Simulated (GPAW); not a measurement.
**AgCl (Chlorargyrite): G0W0 on several meshes in GPAW**

Aim: the GW shift of AgCl (Chlorargyrite) against the k mesh.

Calculated with GPAW 26.7.0; LDA and many-body steps on it, plane waves.

The database entry behind the starting cell differs from later determinations by our own check (an axis about 1.4 % short against later determinations), so it need not match the best structure at ambient conditions.

## (1) Set-up

It takes space group Fm-3m (No. 225, cubic). Conventional cell: a = 5.470 Å, b = 5.470 Å, c = 5.470 Å, α = 90.00°, β = 90.00°, γ = 90.00°. Ag has 6 Cl at 2.74 Å nearest. Nearest to Cl lie 6 Ag at 2.74 Å. Farther neighbours and most contacts between anions are not listed.

Coordinates:

```xyz
2
Lattice="0.0000 2.7350 2.7350 2.7350 0.0000 2.7350 2.7350 2.7350 0.0000" Properties=species:S:1:pos:R:3 pbc="T T T"
Ag    0.0000    0.0000    0.0000
Cl    2.7350    2.7350    2.7350
```

The cell and positions come from the Crystallography Open Database and are kept as given unless a step says otherwise.

## (2) Empty states on the mesh, 4×4×4 mesh, 377 bands

This step: GPAW 26.7.0; DFT, LDA, plane waves, PAW.

The sums over transitions need many empty states on a uniform mesh; this step solves for them.

Contents of run.py:

```python
import json
import numpy as np
from gpaw.mpi import world
from gpaw import GPAW

calc = GPAW('gs.gpw').fixed_density(kpts={'size': (4, 4, 4), 'gamma': True},
    parallel={'domain': 1, 'band': 1},
    txt='nscf.txt')
calc.diagonalize_full_hamiltonian(nbands=377)
calc.write('full.gpw', mode='all')
res = {}
kpts = calc.get_ibz_k_points()
res['kpts'] = kpts
res['eigenvalues'] = [calc.get_eigenvalues(kpt=k) for k in range(len(kpts))]
res['n_electrons'] = calc.get_number_of_electrons()

if world.rank == 0:
    with open('result.json', 'w') as f:
        json.dump(res, f, default=lambda x: x.tolist())
```

On the command line:

```sh
mpirun -n 4 gpaw python run.py
```

Numbers of over 12 decimals in the logs are rounded to 6 here.

The program printed:

```text
Diagonalizing LCAO Hamiltonian
Converting LCAO to pw mode
convergence criteria:
- Maximum integral of absolute [eigenst]ate change: 4e-08 eV^2 / valence electron
maximum number of iterations: 100

SCF iterations
|iter     |     time |      energy | eigst |  dens |
|iter:   1|  |             | +0.94 |       |
|iter:   2|  |             | -0.61 |       |
|iter:   3|  |             | -2.00 |       |
|iter:   4|  |             | -3.56 |       |
|iter:   5|  |             | -5.09 |       |
|iter:   6|  |             | -6.42 |       |
|iter:   7|  |             | -7.63c|       |
SCF steps: 7
  __  _  _
 | _ |_)|_||  |
 |__||  | ||/\| - 26.7.0

Input parameters:
  mode=PW(ecut=450.000000),
  convergence={'density': 1e-06, 'bands': -3},
  gpts=array([20, 20, 20]),
  kpts=MonkhorstPack(size=(4, 4, 4), gamma=True),
  maxiter=100,
  nbands=19,
  occupations=Occupations(name='fermi-dirac', width=0.001, fixmagmom=False),
  parallel={'domain': 1, 'band': 1},
  xc=XC(name='LDA')
Matrix size: 893x893
# Writing to full.gpw (mode='all')
  [... matrices ...]

timing:  # [seconds]
  Total: 2.100  # ━━━━━━━━━━━━━━━━━━━━━━━━━━━━━━━━━━━━━━━━━━━━━━━━━━━━━━━━━━━
```

Wall time 5.7 s (4 MPI ranks of Arm Neoverse V1, shared host); peak memory 0.83 GiB.

This step gave:

```
gap                                                           : 0.5973 eV
k of the valence top                                          : 0.5, 0.5, 0.5
k of the conduction bottom                                    : 0, 0, 0
least direct gap                                              : 3.099 eV
k points computed                                             : 8
lowest point of the top converged band, above the valence top : 240.1293 eV
```

On this mesh the gap is 0.597 eV.

## (3) 4×4×4

G0W0 replaces the xc potential by the self-energy, built once from these orbitals. Only a window of levels is corrected, while the sums run over the empty bands that the input names.

This step: G0W0 on LDA, plane waves, PAW.

Contents of run.py:

```python
import json
import numpy as np
from gpaw.mpi import world
from gpaw.response.g0w0 import G0W0

gw = G0W0('full.gpw',
    filename='gw',
    kpts=[0, 7],
    bands=(10, 14),
    ecut=75,
    nbands=60,
    integrate_gamma='WS',
    ppa=True)
gw.calculate()
res = {mode: {k: v for k, v in r.items() if k != 'sigma_eskwn'}
       for mode, r in gw.all_results.items()}

if world.rank == 0:
    with open('result.json', 'w') as f:
        json.dump(res, f, default=lambda x: x.tolist())
```

On the command line:

```sh
mpirun -n 4 gpaw python run.py
```

The program printed:

```text
Using integrator: PointIntegrator
FrequencyGridDescriptor(from 0.000+0.000j to 0.000+27.211j eV, 2 points)
Nonperiodic BCs:  [False False False]
Using integrator: PointIntegrator
FrequencyGridDescriptor(from 0.000+0.000j to 0.000+27.211j eV, 2 points)
Nonperiodic BCs:  [False False False]
  ___  _ _ _
 |   || | | |
 | | || | | |
 |__ ||_____|
 |___|

BZ k-points: Symmetries present (total): 48

  [... matrices ...]
64 k-points: 4 x 4 x 4 Monkhorst-Pack grid + [1/8,1/8,1/8]
8 k-points in the irreducible part of the Brillouin zone
       k-points in crystal coordinates                weights
   0:     0.00000000    0.00000000    0.00000000          1/64
   1:     0.25000000    0.25000000    0.00000000          6/64
   2:     0.25000000    0.25000000    0.25000000          8/64
   3:     0.50000000    0.25000000   -0.25000000          6/64
   4:     0.50000000    0.25000000    0.25000000         12/64
   5:     0.50000000    0.50000000    0.00000000          3/64
   6:     0.50000000    0.50000000    0.25000000         24/64
   7:     0.50000000    0.50000000    0.50000000          4/64

Distributing spins, k-points and bands (1 x 2 x 4) over 4 processes
Number of blocks: 1

Quasi particle states:
k-points (IBZ indices): [0, 7]
Band range: (10, 14)
  [... matrices ...]
Computational parameters:
Plane wave cut-off: 75 eV
Number of bands: 60
Coulomb cutoff: None
Broadening: 0.1 eV

fxc modes: GW
Kernel: RPA
Using Godby-Needs plasmon-pole approximation:
  Fitting energy: i*E0, E0 = 1.000 Hartree
Summing all q:

Calculating screened Coulomb potential
No Coulomb truncation
FrequencyGridDescriptor(from 0.000+0.000j to 0.000+27.211j eV, 2 points)
Removing empty qpoint cache files...

Calculating chi0 body with:
    Ground state adapter containing:
    Number of spins: 1
    Number of kpoints: 64
    Number of irreducible kpoints: 8
    Number of completely occupied states: 12
    Number of partially occupied states: 12
    Occupied states memory: 1.46484375 M / cpu

    Linear response parametrization:
    q_c: [0.0, 0.0, 0.0]
    Number of frequency points: 2
    Planewave cutoff: 75.0
    Number of bands: 60
    Number of planewaves: 59
    Broadening (eta): 1e-06
    comm.size: 4
    kncomm.size: 4
    blockcomm.size: 1

    Memory estimate of potentially large arrays:
        chi0_wGG: 0.106232 M / cpu
Integrating chi0 body.

Symmetries of q_c:
    Direct symmetries (Uq -> q): 48
    Indirect symmetries (TUq -> q): 0
In total 48 allowed symmetries.

  [... matrices ...]
8 groups of equivalent kpoints. 87.5% reduction.

Integral kind: response function
Integrating chi0 head and wings.

Symmetries of q_c:
    Direct symmetries (Uq -> q): 48
    Indirect symmetries (TUq -> q): 0
In total 48 allowed symmetries.

  [... matrices ...]
8 groups of equivalent kpoints. 87.5% reduction.

Integral kind: response function wings

Calculating chi0 body with:
    Ground state adapter containing:
    Number of spins: 1
    Number of kpoints: 64
    Number of irreducible kpoints: 8
    Number of completely occupied states: 12
    Number of partially occupied states: 12
    Occupied states memory: 1.46484375 M / cpu

    Linear response parametrization:
[... the further q-points ...]

Results:
f:      Occupation numbers
eps:     KS-eigenvalues [eV]
vxc:     KS vxc [eV]
exx:     Exact exchange [eV]
sigma:   Self-energies [eV]
dsigma:  Self-energy derivatives
Z:       Renormalization factors
qp:      QP-energies [eV]

k-point 0 (0): (0.000, 0.000, 0.000)                GW
band       f     eps     vxc     exx   sigma  dsigma       Z      qp
                                                                   GW
  10   1.000   1.781 -17.116 -21.006   3.276  -0.279   0.782   1.300
  11   1.000   1.781 -17.116 -21.006   3.276  -0.279   0.782   1.300
  12   0.000   4.879 -13.418  -8.737  -3.511  -0.212   0.825   5.844
  13   0.000  14.830 -14.294  -8.463  -4.310  -0.238   0.808  16.058

k-point 1 (7): (0.500, 0.500, 0.500)                GW
band       f     eps     vxc     exx   sigma  dsigma       Z      qp
                                                                   GW
  10   1.000   4.282 -25.848 -30.400   4.211  -0.260   0.794   4.011
  11   1.000   4.282 -25.848 -30.400   4.211  -0.260   0.794   4.011
  12   0.000   8.097 -10.803  -6.059  -3.782  -0.204   0.831   8.896
  13   0.000  10.810 -16.968 -10.290  -4.675  -0.253   0.798  12.409
```

Run time: 10 s. Hardware: 4 MPI ranks; peak memory 1 GiB.

This step gave:

* G0W0 gap on the points computed: 1.833 eV
* least direct G0W0 gap on the computed points: 4.545 eV
* Z at the valence top: 0.7936
* Z at the conduction bottom: 0.8252
* starting gap on the mesh: 0.5973 eV
* k of the valence top: 0.5, 0.5, 0.5
* k of the conduction bottom: 0, 0, 0

The gap on the mesh goes from 0.60 eV to 1.83 eV, a correction of +1.24 eV.

## (4) Empty states on the mesh, 6×6×6 mesh, 70 bands

This step: DFT, LDA, plane waves, PAW.

Contents of run.py:

```python
import json
import numpy as np
from gpaw.mpi import world
from gpaw import GPAW

calc = GPAW('gs.gpw').fixed_density(kpts={'size': (6, 6, 6), 'gamma': True},
    parallel={'domain': 1, 'band': 1},
    txt='nscf.txt')
calc.diagonalize_full_hamiltonian(nbands=70)
calc.write('full.gpw', mode='all')
res = {}
kpts = calc.get_ibz_k_points()
res['kpts'] = kpts
res['eigenvalues'] = [calc.get_eigenvalues(kpt=k) for k in range(len(kpts))]
res['n_electrons'] = calc.get_number_of_electrons()

if world.rank == 0:
    with open('result.json', 'w') as f:
        json.dump(res, f, default=lambda x: x.tolist())
```

On the command line:

```sh
mpirun -n 4 gpaw python run.py
```

The program printed:

```text
Diagonalizing LCAO Hamiltonian
Converting LCAO to pw mode
convergence criteria:
- Maximum integral of absolute [eigenst]ate change: 4e-08 eV^2 / valence electron
maximum number of iterations: 100

SCF iterations
|iter     |     time |      energy | eigst |  dens |
|iter:   1|  |             | +0.90 |       |
|iter:   2|  |             | -0.72 |       |
|iter:   3|  |             | -2.16 |       |
|iter:   4|  |             | -3.36 |       |
|iter:   5|  |             | -4.66 |       |
|iter:   6|  |             | -5.78 |       |
|iter:   7|  |             | -7.05 |       |
|iter:   8|  |             | -7.74c|       |
SCF steps: 8
  __  _  _
 | _ |_)|_||  |
 |__||  | ||/\| - 26.7.0

Input parameters:
  mode=PW(ecut=450.000000),
  convergence={'density': 1e-06, 'bands': -3},
  gpts=array([20, 20, 20]),
  kpts=MonkhorstPack(size=(6, 6, 6), gamma=True),
  maxiter=100,
  nbands=19,
  occupations=Occupations(name='fermi-dirac', width=0.001, fixmagmom=False),
  parallel={'domain': 1, 'band': 1},
  xc=XC(name='LDA')
Matrix size: 911x911
# Writing to full.gpw (mode='all')
  [... matrices ...]

timing:  # [seconds]
  Total: 3.309  # ━━━━━━━━━━━━━━━━━━━━━━━━━━━━━━━━━━━━━━━━━━━━━━━━━━━━━━━━━━━
```

The job ended after 7.5 s (4 MPI ranks; peak memory 0.91 GiB).

Numbers from this step:

- gap: 0.5973 eV
- k of the valence top: 0.5, 0.5, 0.5
- k of the conduction bottom: 0, 0, 0
- least direct gap: 3.099 eV
- k points computed: 16
- lowest point of the top converged band, above the valence top: 64.7756 eV

On this mesh the gap is 0.597 eV.

## (5) 6×6×6

This step: G0W0 on LDA, plane waves, PAW.

Contents of run.py:

```python
import json
import numpy as np
from gpaw.mpi import world
from gpaw.response.g0w0 import G0W0

gw = G0W0('full.gpw',
    filename='gw',
    kpts=[0, 15],
    bands=(10, 14),
    ecut=75,
    nbands=60,
    integrate_gamma='WS',
    ppa=True)
gw.calculate()
res = {mode: {k: v for k, v in r.items() if k != 'sigma_eskwn'}
       for mode, r in gw.all_results.items()}

if world.rank == 0:
    with open('result.json', 'w') as f:
        json.dump(res, f, default=lambda x: x.tolist())
```

On the command line:

```sh
mpirun -n 4 gpaw python run.py
```

The program printed:

```text
Using integrator: PointIntegrator
FrequencyGridDescriptor(from 0.000+0.000j to 0.000+27.211j eV, 2 points)
Nonperiodic BCs:  [False False False]
Using integrator: PointIntegrator
FrequencyGridDescriptor(from 0.000+0.000j to 0.000+27.211j eV, 2 points)
Nonperiodic BCs:  [False False False]
  ___  _ _ _
 |   || | | |
 | | || | | |
 |__ ||_____|
 |___|

BZ k-points: Symmetries present (total): 48

  [... matrices ...]
216 k-points: 6 x 6 x 6 Monkhorst-Pack grid + [1/12,1/12,1/12]
16 k-points in the irreducible part of the Brillouin zone
       k-points in crystal coordinates                weights
   0:     0.00000000    0.00000000    0.00000000          1/216
   1:     0.16666667    0.16666667    0.00000000          6/216
   2:     0.16666667    0.16666667    0.16666667          8/216
[...]
9:     0.50000000    0.33333333   -0.16666667         12/216
          ...
  15:     0.50000000    0.50000000    0.50000000          4/216

Distributing spins, k-points and bands (1 x 2 x 4) over 4 processes
Number of blocks: 1

Quasi particle states:
k-points (IBZ indices): [0, 15]
Band range: (10, 14)
  [... matrices ...]
Computational parameters:
Plane wave cut-off: 75 eV
Number of bands: 60
Coulomb cutoff: None
Broadening: 0.1 eV

fxc modes: GW
Kernel: RPA
Using Godby-Needs plasmon-pole approximation:
  Fitting energy: i*E0, E0 = 1.000 Hartree
Summing all q:

Calculating screened Coulomb potential
No Coulomb truncation
FrequencyGridDescriptor(from 0.000+0.000j to 0.000+27.211j eV, 2 points)
Removing empty qpoint cache files...

Calculating chi0 body with:
    Ground state adapter containing:
    Number of spins: 1
    Number of kpoints: 216
    Number of irreducible kpoints: 16
    Number of completely occupied states: 12
[...]
Number of frequency points: 2
    Planewave cutoff: 75.0
    Number of bands: 60
    Number of planewaves: 59
    Broadening (eta): 1e-06
    comm.size: 4
    kncomm.size: 4
    blockcomm.size: 1

    Memory estimate of potentially large arrays:
        chi0_wGG: 0.106232 M / cpu
Integrating chi0 body.

Symmetries of q_c:
    Direct symmetries (Uq -> q): 48
    Indirect symmetries (TUq -> q): 0
In total 48 allowed symmetries.

  [... matrices ...]
16 groups of equivalent kpoints. 92.592593% reduction.

Integral kind: response function
Integrating chi0 head and wings.

Symmetries of q_c:
    Direct symmetries (Uq -> q): 48
    Indirect symmetries (TUq -> q): 0
In total 48 allowed symmetries.

  [... matrices ...]
16 groups of equivalent kpoints. 92.592593% reduction.

Integral kind: response function wings

Calculating chi0 body with:
    Ground state adapter containing:
    Number of spins: 1
    Number of kpoints: 216
    Number of irreducible kpoints: 16
    Number of completely occupied states: 12
    Number of partially occupied states: 12
[... the further q-points ...]

Results:
f:      Occupation numbers
eps:     KS-eigenvalues [eV]
vxc:     KS vxc [eV]
exx:     Exact exchange [eV]
sigma:   Self-energies [eV]
dsigma:  Self-energy derivatives
Z:       Renormalization factors
qp:      QP-energies [eV]

k-point 0 (0): (0.000, 0.000, 0.000)                GW
band       f     eps     vxc     exx   sigma  dsigma       Z      qp
                                                                   GW
  10   1.000   1.781 -17.116 -20.950   3.228  -0.277   0.783   1.306
  11   1.000   1.781 -17.116 -20.950   3.228  -0.277   0.783   1.306
  12   0.000   4.879 -13.418  -8.863  -3.399  -0.209   0.827   5.835
[...]
k-point 1 (15): (0.500, 0.500, 0.500)                GW
band       f     eps     vxc     exx   sigma  dsigma       Z      qp
                                                                   GW
[...]
12   0.000   8.097 -10.803  -6.107  -3.734  -0.201   0.832   8.898
  13   0.000  10.810 -16.968 -10.300  -4.670  -0.258   0.795  12.397
```

Elapsed: 33 s, on 4 MPI ranks; peak memory 1.4 GiB; 2.2 min of CPU time.

This step gave:

- G0W0 gap on the points computed: 1.814 eV
- least direct G0W0 gap on the computed points: 4.529 eV
- Z at the valence top: 0.7944
- Z at the conduction bottom: 0.8269
- starting gap on the mesh: 0.5973 eV
- k of the valence top: 0.5, 0.5, 0.5
- k of the conduction bottom: 0, 0, 0

Against G0W0 in GPAW (4×4×4 mesh, 60 bands, screening to 75 eV, Godby-Needs plasmon pole), the gap moves by −0.019 eV.

## (6) The runs together

Times are wall times on 4 MPI ranks of Arm Neoverse V1, shared host, good to a factor of about two.

```tsv
run	mesh	bands	screening cutoff (eV)	DFT gap (eV)	gap on the mesh (eV)	direct (eV)	time
4×4×4	4×4×4	60	75	0.597	1.833	4.545	10 s
6×6×6	6×6×6	60	75	0.597	1.814	4.529	33 s
```

## (7) Summary of results

| Property | Result |
| --- | --- |
| 4×4×4 | 1.833 eV |
| 6×6×6 | 1.814 eV |
| known limits | not at the basis limit; d shell near the gap, gap tends to lie low; no spin-orbit coupling; coarse k mesh |

6×6×6: −0.019 eV against 4×4×4. Bands and cutoff are finite, so the gap is not at the basis limit. The miss can reach some tenths of an eV and take either sign; the mesh is an error of its own. These stock PAW sets were not made for GW. In the G0W0 runs levels were corrected at 2 k points alone, so a gap called «on the mesh» is the least over those, and an edge elsewhere would be missed. The 4×4×4 mesh is coarse for this cell, which bears on the long-range parts of exchange and screening. A d shell, filled or nearly so, lies near the gap. One-shot GW converges very slowly in bands there, not always from below, and on a semilocal start the gap tends to come out low; starts rich in exact exchange can overshoot instead. The many-body steps are scalar-relativistic: spin-orbit coupling is not in them.

[Paths, hosts, dates, memory and timing lines, banners, echoed tables and standing remarks are left out of the program output.]

[Logs are printed without paths, hosts, clocks, repeated set-up lines and the standing remarks that a program may print on its own settings, such as how far it seeks lower states.]

[Runs of the session that timed out or met a known fault of the program may be left out.]

[Hosts, paths, dates, database ids (printed as entryN), source tags and the programs' standing remarks are cut or masked in the printed files.]
